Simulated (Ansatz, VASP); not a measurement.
**One calculation of Sb, two programs**

The input INCAR:

```
PREC = Accurate ; ENCUT = 520
EDIFF = 1E-6 ; ISMEAR = 0
SIGMA = 0.018000000000000002 ; LREAL = F
LASPH = T ; NELM = 100
ALGO = Normal ; ISIF = 2
LWAVE = F ; LCHARG = F
GGA = PE ; NBANDS = 8
```

KPOINTS

```
regular mesh
0
Gamma
  10 10 10
```

The input POSCAR:

```
Sb
1.0
    0.0000000000      2.3712425216      2.3712425216
    2.3712425216      0.0000000000      2.3712425216
    2.3712425216      2.3712425216      0.0000000000
Sb
1
Direct
    0.0000000000      0.0000000000      0.0000000000
```

Contents of input.yaml:

```yaml
crystal:
  lattice:
    - [0.0, 2.3712425216, 2.3712425216]
    - [2.3712425216, 0.0, 2.3712425216]
    - [2.3712425216, 2.3712425216, 0.0]
  atoms:
    - { symbol: Sb, position: [0.0, 0.0, 0.0] }
hamiltonian:
  xc: pbe
  pseudopotentials: { kind: paw }
kpoints:
  mp_grid: { grid: [10, 10, 10] }
scf:
  occupations: { method: gaussian, width: 0.018 }
output:
  forces: true
  stress: true
  eigenvalues: true
  write_density: true
  write_potential: true
  elf: true
  volumetric_format: npy
```

This isn't the form of Sb at room conditions, which is rhombohedral.

Alike in both runs: task single point; functional PBE; k mesh 10 × 10 × 10; occupations gaussian, width 0.018 eV; no spin polarisation.

|  | VASP | Ansatz |
| --- | --- | --- |
| version | VASP 6.6.1 | Ansatz 0.2.0 |
| potentials or method | VASP PAW PBE potentials, release 64 (Sb) | Ansatz PAW |
| plane-wave cutoff (eV) | 520 | 420 |
| valence electrons in the cell | 5 | 15 |

```tsv
	VASP	Ansatz	Ansatz less VASP
gap on the k mesh at the Fermi level (eV)	none	none	-
pressure (GPa)	1.8	2.0	+0.17
```

A gap of «none» marks a metal or a gap that the smearing closes. With one functional, cell and mesh, what is left measures potentials, basis and numerics. The two sets of potentials don't hold the same shells in valence.

The runs have no spin-orbit coupling, so splittings on Sb are missing.
